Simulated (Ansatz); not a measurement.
Runs of Ansatz 0.2.0 on Hf. The structure is cubic, space group Fm-3m (No. 225). The conventional cell has a = 4.440 Å, b = 4.440 Å, c = 4.440 Å, α = 90.00°, β = 90.00°, γ = 90.00°. Around Hf (site symmetry m-3m) lie 12 Hf at 3.14 Å. This isn't the form of Hf at room conditions, which is hcp.

```csv
task,level,spin,cell,k mesh,smearing,points for each segment of the path,gap on the mesh (eV),pressure (GPa),relaxed volume (Å³/atom)
band structure,PBEsol,"SOC, no magnetisation",as given,7 × 7 × 7,fermi-dirac 0.05 eV,14,none,-1.6,-
band structure,RPBE,off,as given,10 × 10 × 10,fermi-dirac 0.05 eV,14,none,(c),-
band structure,PBE,"SOC, no magnetisation",as given,7 × 7 × 7,fermi-dirac 0.05 eV,14,none,3.1,-
band structure,revPBE,off,as given,10 × 10 × 10,fermi-dirac 0.05 eV,14,none,5.2,-
relaxation of cell and atoms,PBE,off,relaxed,10 × 10 × 10,fermi-dirac 0.05 eV,-,none,0.0,22.52
relaxation of cell and atoms,LDA,off,relaxed,10 × 10 × 10,fermi-dirac 0.05 eV,-,none,0.0,(a)
band structure,LDA,off,as given,10 × 10 × 10,fermi-dirac 0.05 eV,14,none,(b),-
single point,PBE,off,as given,10 × 10 × 10,gaussian 0.011 eV,-,none,2.9,-
```

Alike in all rows: potentials or basis Ansatz PAW; cutoff (eV) 420.

**Question.** Estimate the missing entries.

**Answer.** (a) 20.76; (b) -5.7; (c) 6.1.

Caveats: the PAW data sets come from PBE, with cores solved anew for the run's functional, which leaves a small shift of forces and pressure (some runs); spin-orbit coupling is left out, which moves the levels of the heavy elements (some runs); the plane-wave basis is chosen anew once the cell has moved, so the energies of steps on either side of that aren't comparable (some runs).

A k mesh can miss the band edges, and rows without SOC leave out spin-orbit coupling on Hf.

A gap of «none» marks a metal or a gap under the smearing width.
